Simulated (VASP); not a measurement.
The input files of a VASP run:

### KPOINTS
```
Automatic mesh
0
Gamma
6 6 6
0 0 0
```

INCAR:
```
SYSTEM = LiI
PREC = Accurate
ENCUT = 520
EDIFF = 1E-6
NELM = 100
ALGO = Normal
LREAL = .FALSE.
LASPH = .TRUE.
ISMEAR = 0
SIGMA = 0.05
GGA = PE
LMAXMIX = 4
LWAVE = .FALSE.
LCHARG = .FALSE.
ISIF = 2
```

### POSCAR
```
LiI
1
    3.0100000000     0.0000000000     3.0100000000
    0.0000000000     3.0100000000     3.0100000000
    3.0100000000     3.0100000000     0.0000000000
Li I
1 1
Direct
  0.0000000000   0.0000000000   0.0000000000
  0.5000000000   0.5000000000   0.5000000000
```

POTCAR, in this order: Li_sv I (PBE.64 set). Program: vasp_std.

Output

File standard output:
```
 -----------------------------------------------------------------------------
|                                                                             |
|     EEEEEEE  RRRRRR   RRRRRR   OOOOOOO  RRRRRR      ###     ###     ###     |
|     E        R     R  R     R  O     O  R     R     ###     ###     ###     |
|     E        R     R  R     R  O     O  R     R     ###     ###     ###     |
|     EEEEE    RRRRRR   RRRRRR   O     O  RRRRRR       #       #       #      |
|     E        R   R    R   R    O     O  R   R                               |
|     E        R    R   R    R   O     O  R    R      ###     ###     ###     |
|     EEEEEEE  R     R  R     R  OOOOOOO  R     R     ###     ###     ###     |
|                                                                             |
|     ERROR: the triple product of the basis vectors is negative exchange     |
|     two basis vectors                                                       |
|                                                                             |
|       ---->  I REFUSE TO CONTINUE WITH THIS SICK JOB ... BYE!!! <----       |
|                                                                             |
 -----------------------------------------------------------------------------
```

Task: Read input and log: which fault does this run have?
(A) POTCAR lists the elements in another order than POSCAR
(B) the Γ-only program was given a k-mesh
(C) MAGMOM holds more values than there are atoms
(D) the lattice vectors form a left-handed set

Result: D, the lattice vectors form a left-handed set. VASP stops with an error: ERROR: the triple product of the basis vectors is negative exchange two basis vectors ----> I REFUSE TO CONTINUE WITH THIS SICK JOB ... BYE!!! <----

To mend it, correct POSCAR.
**POSCAR**
```
LiI
1
    0.0000000000     3.0100000000     3.0100000000
    3.0100000000     0.0000000000     3.0100000000
    3.0100000000     3.0100000000     0.0000000000
Li I
1 1
Direct
  0.0000000000   0.0000000000   0.0000000000
  0.5000000000   0.5000000000   0.5000000000
```
The mended run (PBE GGA, plane waves, VASP's PBE PAW potentials (set 64)) converges, and its OSZICAR ends with
```
   1 F= -.58302140E+01 E0= -.58302140E+01  d E =-.160051E-22
```

The compound is LiI in the rock salt structure. The cell was not relaxed at this level.
